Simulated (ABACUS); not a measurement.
Crystal: Au.

```
CELL_PARAMETERS angstrom
2.74841 0.00000 0.00000
0.00000 2.74841 0.00000
0.00000 0.00000 2.74841
ATOMIC_POSITIONS crystal
Au 0.50000 0.50000 0.50000
```

The cell was built by a generator and needn't be a form met in nature.

A run of ABACUS 3.10.1 on this cell left the log below. Logs are shortened: lines on timing, memory, paths and dates and some standing lists are left out, and cuts for length are marked.

```text
ABACUS v3.10.1

               Atomic-orbital Based Ab-initio Computation at UStc

 ------------------------------------------------------------------------------------

 READING GENERAL INFORMATION
                           global_out_dir = OUT.Au/
                           global_in_card = INPUT
                               pseudo_dir = ./
                              orbital_dir =
                                    DSIZE = 4
                                    GSIZE = 1

 READING UNITCELL INFORMATION
                                    ntype = 1
                  lattice constant (Bohr) = 1.88973
              lattice constant (Angstrom) = 1

 READING ATOM TYPE 1
                               atom label = Au
                      L=0, number of zeta = 1
                      L=1, number of zeta = 1
                      L=2, number of zeta = 1
             number of atom for this type = 1

                        TOTAL ATOM NUMBER = 1
DIRECT COORDINATES
    atom                   x                   y                   z     mag                  vx                  vy                  vz
taud_Au1            0.5000000000        0.5000000000        0.5000000000  0.0000        0.0000000000        0.0000000000        0.0000000000

                          Volume (Bohr^3) = 140.101
                             Volume (A^3) = 20.7608

 Lattice vectors: (Cartesian coordinate: in unit of a_0)
             +2.74841                  +0                  +0
                   +0            +2.74841                  +0
                   +0                  +0            +2.74841
 Reciprocal vectors: (Cartesian coordinate: in unit of 2 pi/a_0)
            +0.363847                  -0                  +0
                   -0           +0.363847                  -0
                   +0                  -0           +0.363847
 The esolver type has been set to : ksdft_pw

                PAO radial cut off (Bohr) = 7

 Read in pseudopotential file is 79_Au_19_2.4_2.5_pbe_n_v1.0.upf
[... 246 lines left out ...]
 Density error is 1.07219913494e-09
                          Error Threshold = 3.35416079627e-09
----------------------------------------------------------
     Energy           Rydberg                 eV
----------------------------------------------------------
 E_KohnSham     -286.9902375717      -3904.7025013484
 E_KS(sigma->0) -286.9900765925      -3904.7003111148
 E_Harris       -286.9900520962      -3904.6999778255
 E_band         -20.5925412441       -280.1758972201
 E_one_elec     -101.4015156471      -1379.6383986364
 E_Hartree      58.4492578087        795.2429500693
 E_xc           -46.8264072032       -637.1059548313
 E_Ewald        -197.2112505718      -2683.1967174828
 E_entropy(-TS) -0.0003219583        -0.0043804673
 E_descf        0.0000000000         0.0000000000
 E_exx          0.0000000000         0.0000000000
 E_Fermi        1.1819747314         16.0815912391
----------------------------------------------------------

 charge density convergence is achieved
 final etot is -3904.7025013 eV
 EFERMI = 16.081591239 eV

 STATE ENERGY(eV) AND OCCUPATIONS    NSPIN == 1
 1/5 kpoint (Cartesian) = 0.0000 0.0000 0.0000 (1551 pws)
       1       -88.8146     0.00583090
       2       -40.1207     0.00583090
       3       -40.1207     0.00583090
       4       -40.1207     0.00583090
       5        8.21264     0.00583090
       6        10.3850     0.00583090
       7        10.3850     0.00583090
       8        14.5721     0.00583090
       9        14.5721     0.00583090
      10        14.5721     0.00583090
      11        29.8136        0.00000
      12        29.8136        0.00000
      13        29.8136        0.00000
      14        34.6392        0.00000
[... 51 lines left out ...]
       2       -40.1569      0.0699708
       3       -40.1556      0.0699708
       4       -40.1147      0.0699708
       5        9.15002      0.0699708
       6        10.7147      0.0699708
       7        10.9872      0.0699708
       8        13.9454      0.0699708
       9        14.2629      0.0699708
      10        14.3359      0.0699708
      11        27.2615        0.00000
      12        27.7143        0.00000
      13        31.3875        0.00000
      14        35.3466        0.00000

------------------------------------------------------------------------------------------
 TOTAL-FORCE (eV/Angstrom)
------------------------------------------------------------------------------------------
                       Au1         0.0000000000         0.0000000000         0.0000000000
------------------------------------------------------------------------------------------

----------------------------------------------------------------
 TOTAL-STRESS (KBAR)
----------------------------------------------------------------
        -2.2107591683        -0.0000000000         0.0000000000
         0.0000000000        -2.2107591683         0.0000000000
        -0.0000000000         0.0000000000        -2.2107591683
----------------------------------------------------------------
 TOTAL-PRESSURE: -2.210759 KBAR

 --------------------------------------------
 !FINAL_ETOT_IS -3904.7025013484276315 eV
 --------------------------------------------
```

Question: Write the input and the command behind it.

Answer: Single point with PBE, no spin polarisation. The files as run (others can give the same):

INPUT
```
INPUT_PARAMETERS
suffix              Au
calculation         scf
basis_type          pw
pseudo_dir          ./
symmetry            1
dft_functional      pbe
ecutwfc             76
pseudo_rcut         7
nspin               1
nbands              14
ks_solver           dav
smearing_method     fd
smearing_sigma      0.00367493
scf_thr             1e-08
scf_nmax            100
mixing_type         broyden
mixing_beta         0.7
cal_force           1
cal_stress          1
kpar                4
```

STRU
```
ATOMIC_SPECIES
Au 196.9666 79_Au_19_2.4_2.5_pbe_n_v1.0.upf

LATTICE_CONSTANT
1.8897261246

LATTICE_VECTORS
2.7484100000 0.0000000000 0.0000000000
0.0000000000 2.7484100000 0.0000000000
0.0000000000 0.0000000000 2.7484100000

ATOMIC_POSITIONS
Direct

Au
0.0
1
0.5000000000 0.5000000000 0.5000000000 1 1 1
```

KPT
```
K_POINTS
0
Gamma
7 7 7 0 0 0
```

Potentials or basis: SPMS ONCV 1.0 PBE, plane waves.
The run is started by
```bash
$ OMP_NUM_THREADS=1 mpirun -np 4 abacus > log
```
